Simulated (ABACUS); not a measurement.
# AlN (P6_3mc) in ABACUS: equation of state, part 2 of 2

ABACUS 3.10.1.

## (3) Equation of state, PBE, 10.03 Å³/atom (volume scaled by 0.96)

Input file INPUT:

```
INPUT_PARAMETERS
suffix              AlN
calculation         scf
basis_type          pw
pseudo_dir          ./
symmetry            1
dft_functional      pbe
ecutwfc             84
pseudo_rcut         10
nspin               1
nbands              12
ks_solver           dav
smearing_method     fd
smearing_sigma      0.00367493
scf_thr             1e-08
scf_nmax            100
mixing_type         broyden
mixing_beta         0.7
cal_force           1
cal_stress          1
kpar                4
```

Input file STRU:

```
ATOMIC_SPECIES
Al 26.9815 Al.upf
N 14.0070 N.upf

LATTICE_CONSTANT
1.8897261246

LATTICE_VECTORS
3.0709272750 0.0000000000 0.0000000000
-1.5354636375 2.6595010333 0.0000000000
0.0000000000 0.0000000000 4.9136809369

ATOMIC_POSITIONS
Direct

Al
0.0
2
0.6666666667 0.3333333333 0.5000000000 1 1 1
0.3333333333 0.6666666667 0.0000000000 1 1 1

N
0.0
2
0.6666666667 0.3333333333 0.8800000000 1 1 1
0.3333333333 0.6666666667 0.3800000000 1 1 1
```

Input file KPT:

```
K_POINTS
0
Gamma
10 10 6 0 0 0
```

Potentials or basis: PseudoDojo NC SR 0.4.1 PBE standard, plane waves.

The run is started by

```console
$ OMP_NUM_THREADS=1 mpirun -np 4 abacus > log
```

Run time: 10 s. Hardware: 4 MPI ranks of Intel Xeon 6975P-C (Granite Rapids), shared host; peak memory 0.36 GiB.

The run converged. Its results:

```
Free energy            : -696.2198 eV
Pressure               : 12.5 GPa
Largest force          : 0.163 eV/Å
Band gap on the k mesh : 4.58 eV, direct
```

Caveat: there are fewer bands than atomic start orbitals, so a level may be missed at k points of high symmetry.

## (4) Equation of state, PBE, 10.24 Å³/atom (volume scaled by 0.98)

INPUT is that of step 3.

Edit STRU of step 3 so:

```diff
@@ -8,5 +8,5 @@
 LATTICE_VECTORS
-3.0709272750 0.0000000000 0.0000000000
--1.5354636375 2.6595010333 0.0000000000
-0.0000000000 0.0000000000 4.9136809369
+3.0921067530 0.0000000000 0.0000000000
+-1.5460533765 2.6778429994 0.0000000000
+0.0000000000 0.0000000000 4.9475694625
```

KPT is that of step 3.

The run is started by

```console
$ OMP_NUM_THREADS=1 mpirun -np 4 abacus > log
```

Run time: 10 s. Hardware: 4 MPI ranks of Intel Xeon 6975P-C (Granite Rapids), shared host; peak memory 0.36 GiB.

It converged, with:

* Free energy: -696.2723 eV
* Pressure: 7.7 GPa
* Largest force: 0.146 eV/Å
* Band gap on the k mesh: 4.40 eV, direct

Caveat: there are fewer bands than atomic start orbitals, so a level may be missed at k points of high symmetry.

## (5) Equation of state, PBE, 10.45 Å³/atom

INPUT is that of step 4.

Edit STRU of step 4 so:

```diff
@@ -8,5 +8,5 @@
 LATTICE_VECTORS
-3.0921067530 0.0000000000 0.0000000000
--1.5460533765 2.6778429994 0.0000000000
-0.0000000000 0.0000000000 4.9475694625
+3.1130000000 0.0000000000 0.0000000000
+-1.5565000000 2.6959370820 0.0000000000
+0.0000000000 0.0000000000 4.9810000000
```

KPT is that of step 4.

Potentials or basis: PseudoDojo NC SR 0.4.1 PBE standard, plane waves.

The run is started by

```console
$ OMP_NUM_THREADS=1 mpirun -np 4 abacus > log
```

running log:

```text
ABACUS v3.10.1

               Atomic-orbital Based Ab-initio Computation at UStc

 ------------------------------------------------------------------------------------

 READING GENERAL INFORMATION
                           global_out_dir = OUT.AlN/
                           global_in_card = INPUT
                               pseudo_dir = ./
                              orbital_dir =
                                    DSIZE = 4
                                    GSIZE = 1

 READING UNITCELL INFORMATION
                                    ntype = 2
                  lattice constant (Bohr) = 1.88973
              lattice constant (Angstrom) = 1
[... 471 lines left out ...]
       4        2.97770      0.0100000
       5        3.77727      0.0100000
       6        5.04456      0.0100000
       7        5.33983      0.0100000
       8        6.44769      0.0100000
       9        12.9320    1.09091e-41
      10        12.9503    7.55981e-42
      11        15.3156    2.16015e-62
      12        17.4017    1.64008e-80

[... levels at 8 further k points ...]

------------------------------------------------------------------------------------------
 TOTAL-FORCE (eV/Angstrom)
------------------------------------------------------------------------------------------
                       Al1         0.0000000000         0.0000000000        -0.1305189880
                       Al2         0.0000000000         0.0000000000        -0.1305189880
                        N1         0.0000000000         0.0000000000         0.1305189880
                        N2         0.0000000000         0.0000000000         0.1305189880
------------------------------------------------------------------------------------------

----------------------------------------------------------------
 TOTAL-STRESS (KBAR)
----------------------------------------------------------------
        28.0231879137         0.0000000000         0.0000000000
         0.0000000000        28.0231879134         0.0000000000
         0.0000000000         0.0000000000        44.4555700454
----------------------------------------------------------------
 TOTAL-PRESSURE: 33.500649 KBAR

 --------------------------------------------
 !FINAL_ETOT_IS -696.3009526980951023 eV
 --------------------------------------------
```

Run time: 9.6 s. Hardware: 4 MPI ranks of Intel Xeon 6975P-C (Granite Rapids), shared host; peak memory 0.36 GiB.

Results:

```
Free energy            : -696.3010 eV
Pressure               : 3.4 GPa
Largest force          : 0.131 eV/Å
Band gap on the k mesh : 4.22 eV, direct
```

Caveat: there are fewer bands than atomic start orbitals, so a level may be missed at k points of high symmetry.

## (6) Equation of state, PBE, 10.66 Å³/atom (volume scaled by 1.02)

INPUT is that of step 5.

Edit STRU of step 5 so:

```diff
@@ -8,5 +8,5 @@
 LATTICE_VECTORS
-3.1130000000 0.0000000000 0.0000000000
--1.5565000000 2.6959370820 0.0000000000
-0.0000000000 0.0000000000 4.9810000000
+3.1336164949 0.0000000000 0.0000000000
+-1.5668082474 2.7137914903 0.0000000000
+0.0000000000 0.0000000000 5.0139877163
```

KPT is that of step 5.

Potentials or basis: PseudoDojo NC SR 0.4.1 PBE standard, plane waves.

The run is started by

```console
$ OMP_NUM_THREADS=1 mpirun -np 4 abacus > log
```

Run time: 9.6 s. Hardware: 4 MPI ranks of Intel Xeon 6975P-C (Granite Rapids), shared host; peak memory 0.4 GiB.

The run converged. Its results:

| Quantity | Value |
| --- | --- |
| Free energy | -696.3080 eV |
| Pressure | -0.6 GPa |
| Largest force | 0.116 eV/Å |
| Band gap on the k mesh | 4.05 eV, direct |

Caveat: there are fewer bands than atomic start orbitals, so a level may be missed at k points of high symmetry.

## (7) Equation of state, PBE, 10.87 Å³/atom (volume scaled by 1.04)

INPUT is that of step 6.

Edit STRU of step 6 so:

```diff
@@ -8,5 +8,5 @@
 LATTICE_VECTORS
-3.1336164949 0.0000000000 0.0000000000
--1.5668082474 2.7137914903 0.0000000000
-0.0000000000 0.0000000000 5.0139877163
+3.1539652241 0.0000000000 0.0000000000
+-1.5769826120 2.7314140067 0.0000000000
+0.0000000000 0.0000000000 5.0465469904
```

KPT is that of step 6.

The run is started by

```console
$ OMP_NUM_THREADS=1 mpirun -np 4 abacus > log
```

Wall time 9.6 s (4 MPI ranks of Intel Xeon 6975P-C (Granite Rapids), shared host); peak memory 0.36 GiB.

It converged, with:

- Free energy: -696.2955 eV
- Pressure: -4.2 GPa
- Largest force: 0.102 eV/Å
- Band gap on the k mesh: 3.88 eV, direct

Caveat: there are fewer bands than atomic start orbitals, so a level may be missed at k points of high symmetry.

## (8) Equation of state, PBE, 11.08 Å³/atom (volume scaled by 1.06)

INPUT is that of step 7.

Edit STRU of step 7 so:

```diff
@@ -8,5 +8,5 @@
 LATTICE_VECTORS
-3.1539652241 0.0000000000 0.0000000000
--1.5769826120 2.7314140067 0.0000000000
-0.0000000000 0.0000000000 5.0465469904
+3.1740547162 0.0000000000 0.0000000000
+-1.5870273581 2.7488120173 0.0000000000
+0.0000000000 0.0000000000 5.0786914685
```

KPT is that of step 7.

The run is started by

```console
$ OMP_NUM_THREADS=1 mpirun -np 4 abacus > log
```

Wall time 9.6 s (4 MPI ranks of Intel Xeon 6975P-C (Granite Rapids), shared host); peak memory 0.4 GiB.

It converged, with:

- Free energy: -696.2653 eV
- Pressure: -7.4 GPa
- Largest force: 0.089 eV/Å
- Band gap on the k mesh: 3.72 eV, direct

Caveat: there are fewer bands than atomic start orbitals, so a level may be missed at k points of high symmetry.

## (9) Equation of state, PBE

Potentials or basis: PseudoDojo NC SR 0.4.1 PBE standard, plane waves.

This step only gathers the single runs of the series.

What came out:

```
Equilibrium volume                        : 10.63 Å³/atom
Bulk modulus at fixed shape and positions : 194 GPa
Pressure derivative of the bulk modulus   : 3.9
```

Energy against volume, from the lowest point:
```
volume (Å³/atom)  energy (meV/atom)
           9.824              41.76
          10.033              22.07
          10.242               8.95
          10.451               1.77
          10.660               0.00
          10.869               3.13
          11.078              10.70
```

Caveat: the cell was scaled at fixed shape and fractional positions, which overstates the stiffness of a crystal with free parameters, most of all of layers and chains.
